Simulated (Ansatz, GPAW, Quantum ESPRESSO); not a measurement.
# Fitting the LDA energy curve of Ir

Space group Fm-3m (No. 225). a = 3.831 Å, b = 3.831 Å, c = 3.831 Å, α = 90.00°, β = 90.00°, γ = 90.00°
```
atom  site  symmetry       x       y       z
  Ir    4a      m-3m  0.0000  0.0000  0.0000
```

The cell was scaled at fixed shape and fractions and run with GPAW, the program's PAW data sets (release 1.2.1) made for this functional, cutoff 600 eV; LDA, k mesh 12 × 12 × 12 on the cell of 1 atom, fermi-dirac occupations of 0.05 eV, no spin polarisation, no spin-orbit coupling. Energies are those that the program minimises, any entropy of the smearing included. For a metal such a mesh isn't converged to the digits shown.

```csv
V (Å³/atom),energy over the lowest row (meV/atom)
13.2152,27.94
13.4963,?
13.7775,0.00
14.0587,8.54
14.3399,29.80
14.6210,62.30
14.9022,104.70
```

Question: Fit the third-order Birch-Murnaghan form, give V0, B0 and B′, and predict the energy left open.

Answer: With y = (V0/V)^(2/3), E = E0 + (9 V0 B0/16) [(y - 1)³ B′ + (y - 1)² (6 - 4y)]. Least squares through the rows shown give V0 = 13.7454 Å³/atom, E0 = -0.10 meV, B0 = 405.9 GPa (1 eV/Å³ = 160.218 GPa) and B′ = 5.04, with a largest miss of 0.01 meV. At V = 13.4963 the form with these constants gives 5.83 meV; the run gave 5.85 meV an atom. Other set-ups at this level, from all their volumes (Å³/atom, GPa): GPAW, the program's PAW data sets (release 1.2.1) made for this functional, other valence: V0 14.057, B0 408.1; GPAW, PAW data sets generated for this functional: V0 13.745, B0 405.7; Ansatz, all-electron LAPW, scalar-relativistic: V0 13.823, B0 406; Quantum ESPRESSO, PseudoDojo 0.4.1 SR LDA standard: V0 13.793, B0 408.1. Measured modulus: 339 GPa (pmc:6586894, doi:10.1038/s41598-019-45401-x), so the fit lies +19.7 % from it. The runs are for a static lattice.
